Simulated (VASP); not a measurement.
# BAs (F-43m) in VASP: further runs, part 2 of 2

VASP 6.6.1. The steps go on from the part before.

### Step 3. Relaxation of cell and atoms, PBE

This run uses another cell than the first one, of 13.97 Å³/atom, 1.025 times its volume.

File INCAR:

```
PREC = Accurate ; ENCUT = 520
EDIFF = 1E-7 ; ISMEAR = 0
SIGMA = 0.02 ; LREAL = False
LASPH = True ; NELM = 60
ALGO = Normal ; ISIF = 3
LWAVE = False ; LCHARG = False
GGA = PE ; IBRION = 2
NSW = 80 ; EDIFFG = -0.002
```

File KPOINTS:

```
Automatic mesh
0
Gamma
  8 8 8
```

File POSCAR:

```
BAs                                     
1.0
   -0.0000000000      2.4082108266      2.4082108266
    2.4082108266      0.0000000000      2.4082108266
    2.4082108266      2.4082108266     -0.0000000000
  B               As            
     1     1
Direct
     0.0000000000000000    0.0000000000000000    0.0000000000000000
     0.2500000000000000    0.2500000000000000    0.2500000000000000
```

Potentials or basis: VASP PAW PBE potentials, release 64 (B, As).

Run with:

```sh
cat potpaw_PBE.64/B/POTCAR potpaw_PBE.64/As/POTCAR > POTCAR
mpirun -np 1 vasp_std > vasp.out
```

OUTCAR:

```text
PREC = Accurate
   ENCUT = 520
   EDIFF = 1E-7
   ISMEAR = 0
   LREAL = False
   LASPH = True
   NELM = 60
   ISIF = 3
   GGA = PE
   IBRION = 2
   NSW = 80
   EDIFFG = -0.002

 ion  position               nearest neighbor table
   1  0.000  0.000  0.000-   2 2.09   2 2.09   2 2.09   2 2.09
   2  0.250  0.250  0.250-   1 2.09   1 2.09   1 2.09   1 2.09

  LATTYP: Found a face centered cubic cell.
 ALAT       =     4.8164216532

  Lattice vectors:

 A1 = (   0.0000000000,   2.4082108266,   2.4082108266)
 A2 = (   2.4082108266,   0.0000000000,   2.4082108266)
 A3 = (   2.4082108266,   2.4082108266,   0.0000000000)

Analysis of symmetry for initial positions (statically):
=====================================================================
 Subroutine PRICEL returns:
 Original cell was already a primitive cell.

 Routine SETGRP: Setting up the symmetry group for a
 face centered cubic supercell.

 Subroutine GETGRP returns: Found 24 space group operations
 (whereof 24 operations were pure point group operations)
 out of a pool of 48 trial point group operations.

The static configuration has the point symmetry T_d .

Analysis of symmetry for dynamics (positions and initial velocities):
=====================================================================
 Subroutine PRICEL returns:
 Original cell was already a primitive cell.

 Routine SETGRP: Setting up the symmetry group for a
 face centered cubic supercell.

 Subroutine GETGRP returns: Found 24 space group operations
 (whereof 24 operations were pure point group operations)
 out of a pool of 48 trial point group operations.

The dynamic configuration has the point symmetry T_d .

 Subroutine INISYM returns: Found 24 space group operations
 (whereof 24 operations are pure point group operations),
 and found     1 'primitive' translations

----------------------------------------------------------------------------------------

[... 117 lines left out ...]
   GGA     = PE    functional components
   LHFCALC =     F    Hartree Fock is set to
   AEXX    =    0.0000 exact exchange contribution
   IVDW    =     0    specifies the selected vdW correction
   LEPSILON=     F    determine dielectric tensor
   LRPA    =     F    only Hartree local field effects (RPA)
 conjugate gradient relaxation of ions
 non-spin polarized calculation
 Gauss-broadening in eV      SIGMA  =   0.02
  energy-cutoff  :      520.00
  volume of cell :       27.93
 maximum number of plane-waves:       763
 NGX is ok and might be reduce to    28
   NGX = 13   NGY = 13   NGZ = 13

 number of electron       8.0000000 magnetization

 Free energy of the ion-electron system (eV)
  ---------------------------------------------------
  ext. energy  EPLUGINS =         0.00000000
  ---------------------------------------------------
  free energy    TOTEN  =       -11.41149378 eV

  energy without entropy =      -11.41149378  energy(sigma->0) =      -11.41149378

 E-fermi :   5.9688     XC(G=0): -10.4773

 val. band max:        5.8577370792   @ k =   0.0000   0.0000   0.0000
 cond. band min:       7.0702641149   @ k =   0.3750   0.3750   0.0000
 fundamental gap:      1.2125270357
 Fermi energy:         5.9687875349

 k-point     1 :       0.0000    0.0000    0.0000
  band No.  band energies     occupation
      1      -9.3211      2.00000
      2       5.8577      2.00000
      3       5.8577      2.00000
      4       5.8577      2.00000
      5       9.1033      0.00000
      6       9.1033      0.00000
      7       9.1033      0.00000
      8      10.2332      0.00000
[... 243 lines left out ...]
 k-point    24 :      -0.3750    0.2500    0.1250
  band No.  band energies     occupation
      1      -5.9808      2.00000
      2      -2.2790      2.00000
      3       1.3896      2.00000
      4       2.8658      2.00000
      5       9.7759      0.00000
      6      10.5560      0.00000
      7      13.1822      0.00000
      8      14.7321      0.00000

 [... further k-points ...]

------------------------ aborting loop because EDIFF is reached ----------------------------------------

  FORCE on cell =-STRESS in cart. coord.  units (eV):
  Direction    XX          YY          ZZ          XY          YZ          ZX
  --------------------------------------------------------------------------------------
  -------------------------------------------------------------------------------------
  Total        0.0008591      0.0008591      0.0008591     -0.0000000      0.0000000     -0.0000000
  in kB        0.0492743      0.0492743      0.0492743     -0.0000000      0.0000000     -0.0000000
  external PRESSURE =       0.0492743 kB  Pullay stress =       0.0000000 kB

 VOLUME and BASIS-vectors are now :
 -----------------------------------------------------------------------------
  energy-cutoff  :      520.00
  volume of cell :       27.93
      direct lattice vectors                 reciprocal lattice vectors
     0.000000000  2.408210827  2.408210827    -0.207623018  0.207623018  0.207623018
     2.408210827  0.000000000  2.408210827     0.207623018 -0.207623018  0.207623018
     2.408210827  2.408210827  0.000000000     0.207623018  0.207623018 -0.207623018

 POSITION                                       TOTAL-FORCE (eV/Angst)
 -----------------------------------------------------------------------------------
      0.00000      0.00000      0.00000        -0.000000     -0.000000      0.000000
      1.20411      1.20411      1.20411         0.000000      0.000000     -0.000000
 -----------------------------------------------------------------------------------
    total drift:                               -0.000000     -0.000000     -0.000000

  FREE ENERGIE OF THE ION-ELECTRON SYSTEM (eV)
  ---------------------------------------------------
  free  energy   TOTEN  =       -11.4114937841 eV

  energy  without entropy=      -11.4114937841  energy(sigma->0) =      -11.41149378

 reached required accuracy - stopping structural energy minimisation
```

CONTCAR:

```text
BAs
   1.00000000000000
     0.0000000000000000    2.4082108266000000    2.4082108266000000
     2.4082108266000000    0.0000000000000000    2.4082108266000000
     2.4082108266000000    2.4082108266000000    0.0000000000000000
  B               As
     1     1
Direct
     0.0000000000000000    0.0000000000000000    0.0000000000000000
     0.2500000000000000    0.2500000000000000    0.2500000000000000

  0.00000000E+00  0.00000000E+00  0.00000000E+00
  0.00000000E+00  0.00000000E+00  0.00000000E+00
```

Wall time 9.6 s (1 thread of Intel Xeon Platinum 8375C at 2.90GHz (Ice Lake), shared host); peak memory 0.15 GiB.

What came out:

```
Free energy             : -11.4115 eV
Pressure after relaxing : 0.0 GPa
Band gap on the k mesh  : 1.21 eV, indirect (least direct gap 3.25 eV)
```

Final structure:
```yaml
crystal:
  lattice:
    - [0.00000, 2.40821, 2.40821]
    - [2.40821, 0.00000, 2.40821]
    - [2.40821, 2.40821, 0.00000]
  atoms:
    - { symbol: B, position: [0.00000, 0.00000, 0.00000] }
    - { symbol: As, position: [0.25000, 0.25000, 0.25000] }
```

Levels at points of the mesh, in eV from the valence-band top:
```tsv
k point	band 1	band 2	band 3	band 4	band 5	band 6	band 7	band 8
(0.00, 0.00, 0.00)	-15.18	0.00	0.00	0.00	3.25	3.25	3.25	4.38
(0.50, 0.00, 0.00)	-12.40	-8.61	-1.78	-1.78	2.55	4.75	4.75	8.81
(0.50, 0.50, 0.00)	-11.12	-8.39	-3.98	-3.98	1.46	1.46	11.13	11.13
```

Caveat: the relaxation stopped at its first step, so nothing moved.

### Step 4. Single point, PBE

This run uses another cell than the first one, of 13.97 Å³/atom, 1.025 times its volume.

File INCAR:

```
SYSTEM = BAs
PREC = Accurate ; ENCUT = 520
EDIFF = 1E-7 ; ISMEAR = 0
SIGMA = 0.02 ; LREAL = .False.
LASPH = .True. ; NELM = 60
ALGO = Normal ; ISIF = 2
LWAVE = .False. ; LCHARG = .False.
GGA = PE ; NBANDS = 11
```

File KPOINTS:

```
regular mesh
0
Gamma
  8 8 8
  0 0 0
```

File POSCAR:

```
BAs                                     
1.0
    0.0000000000      2.4082108266      2.4082108266
    2.4082108266      0.0000000000      2.4082108266
    2.4082108266      2.4082108266      0.0000000000
  B               As            
     1     1
Direct
     0.0000000000000000    0.0000000000000000    0.0000000000000000
     0.2500000000000000    0.2500000000000000    0.2500000000000000
```

Run with:

```sh
cat potpaw_PBE.64/B/POTCAR potpaw_PBE.64/As/POTCAR > POTCAR
mpirun -np 1 vasp_std > vasp.out
```

It took 11 s on 1 thread of Intel Xeon Platinum 8375C at 2.90GHz (Ice Lake), shared host; peak memory 0.15 GiB.

It converged, with:

```yaml
Free_energy: -11.4115 eV
Pressure: 0.0 GPa
Band_gap_on_the_k_mesh: 1.21 eV, indirect (least direct gap 3.25 eV)
```

Levels at points of the mesh, in eV from the valence-band top:
```csv
k point,band 2,band 3,band 4,band 5,band 6,band 7
"(0.00, 0.00, 0.00)",0.00,0.00,0.00,3.25,3.25,3.25
"(0.50, 0.00, 0.00)",-8.61,-1.78,-1.78,2.55,4.75,4.75
"(0.50, 0.50, 0.00)",-8.39,-3.98,-3.98,1.46,1.46,11.13
```

A k mesh can miss the band edges. PBE gaps usually lie below the measured ones, often by a third to a half.

### Step 5. Single point, PBE (a relaxed cell with its volume scaled by 0.97)

INCAR is that of step 4.

KPOINTS is that of step 4.

File POSCAR:

```
BAs                                     
1.0
    0.0000000000      2.3838838015      2.3838838015
    2.3838838015      0.0000000000      2.3838838015
    2.3838838015      2.3838838015      0.0000000000
  B               As            
     1     1
Direct
     0.0000000000000000    0.0000000000000000    0.0000000000000000
     0.2500000000000000    0.2500000000000000    0.2500000000000000
```

Run with:

```sh
cat potpaw_PBE.64/B/POTCAR potpaw_PBE.64/As/POTCAR > POTCAR
mpirun -np 1 vasp_std > vasp.out
```

Run time: 10 s. Hardware: 1 thread of Intel Xeon Platinum 8375C at 2.90GHz (Ice Lake), shared host; peak memory 0.15 GiB.

Results (log left out):

```
Free energy            : -11.4004 eV
Pressure               : 4.3 GPa
Band gap on the k mesh : 1.18 eV, indirect (least direct gap 3.28 eV)
```

Levels at points of the mesh, in eV from the valence-band top:
```
           k point  band 1  band 2  band 3  band 4  band 5  band 6  band 7  band 8
(0.00, 0.00, 0.00)  -15.45    0.00    0.00    0.00    3.28    3.28    3.28    4.76
(0.50, 0.00, 0.00)  -12.56   -8.83   -1.83   -1.83    2.73    4.79    4.79    8.88
(0.50, 0.50, 0.00)  -11.23   -8.56   -4.11   -4.11    1.42    1.44   11.42   11.42
```

A k mesh can miss the band edges.

### Step 6. Single point, PBE (a relaxed cell with its volume scaled by 1.03)

INCAR is that of step 5.

KPOINTS is that of step 5.

File POSCAR:

```
BAs                                     
1.0
    0.0000000000      2.4320560489      2.4320560489
    2.4320560489      0.0000000000      2.4320560489
    2.4320560489      2.4320560489      0.0000000000
  B               As            
     1     1
Direct
     0.0000000000000000    0.0000000000000000    0.0000000000000000
     0.2500000000000000    0.2500000000000000    0.2500000000000000
```

Potentials or basis: VASP PAW PBE potentials, release 64 (B, As).

Run with:

```sh
cat potpaw_PBE.64/B/POTCAR potpaw_PBE.64/As/POTCAR > POTCAR
mpirun -np 1 vasp_std > vasp.out
```

Run time: 10 s. Hardware: 1 thread of Intel Xeon Platinum 8375C at 2.90GHz (Ice Lake), shared host; peak memory 0.15 GiB.

Results (log left out):

- Free energy: -11.4018 eV
- Pressure: -3.7 GPa
- Band gap on the k mesh: 1.24 eV, indirect (least direct gap 3.21 eV)

Levels at points of the mesh, in eV from the valence-band top:
```tsv
k point	band 2	band 3	band 4	band 5	band 6	band 7
(0.00, 0.00, 0.00)	0.00	0.00	0.00	3.21	3.21	3.21
(0.50, 0.00, 0.00)	-8.40	-1.73	-1.73	2.38	4.72	4.72
(0.50, 0.50, 0.00)	-8.23	-3.86	-3.86	1.49	1.49	10.85
```

### Step 7. Summary

```tsv
task	cell	gap on the mesh (eV)	pressure (GPa)
relaxation of cell and atoms	relaxed	1.21	0.0
single point	as given	1.21	0.0
single point	a relaxed cell with its volume scaled by 0.97	1.18	4.3
single point	a relaxed cell with its volume scaled by 1.03	1.24	-3.7
```

Alike in all rows: level PBE; potentials or basis VASP PAW PBE potentials, release 64 (B, As); no spin polarisation; k mesh 8 × 8 × 8; cutoff (eV) 520; smearing gaussian 0.02 eV.

Caveats: the relaxation stopped at its first step, so nothing moved (some runs).

Absolute energies hang on the potentials; compare differences alone.
